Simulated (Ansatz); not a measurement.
The system is MoS2.

```
Mo S
1.0
     3.16900    0.00000    0.00000
    -1.58450    2.74443    0.00000
     0.00000    0.00000   12.32400
Mo S
2 4
Direct
  0.66667 0.33333 0.75000
  0.33333 0.66667 0.25000
  0.66667 0.33333 0.37700
  0.33333 0.66667 0.87700
  0.66667 0.33333 0.12300
  0.33333 0.66667 0.62300
```

Program: Ansatz 0.2.0. Alike in all runs: potentials or basis Ansatz PAW; cell as given; cutoff (eV) 420. Hardware: 2 threads of Intel(R) Xeon(R) Processor @ 2.50GHz (Skylake/Cascade Lake), with other jobs on the host.

**Question.** Order these runs on this cell by their wall time, lowest first.
A. task band structure; level LDA; spin off; k mesh 10 × 10 × 3; smearing fermi-dirac 0.05 eV; points for each segment of the path 14
B. task band structure; level PBE; spin SOC, no magnetisation; k mesh 7 × 7 × 3; smearing fermi-dirac 0.05 eV; points for each segment of the path 14
C. task single point; level PBE; spin off; k mesh 10 × 10 × 3; smearing gaussian 0.013 eV

**Answer.** C (6 s), A (19 s), B (180 s).
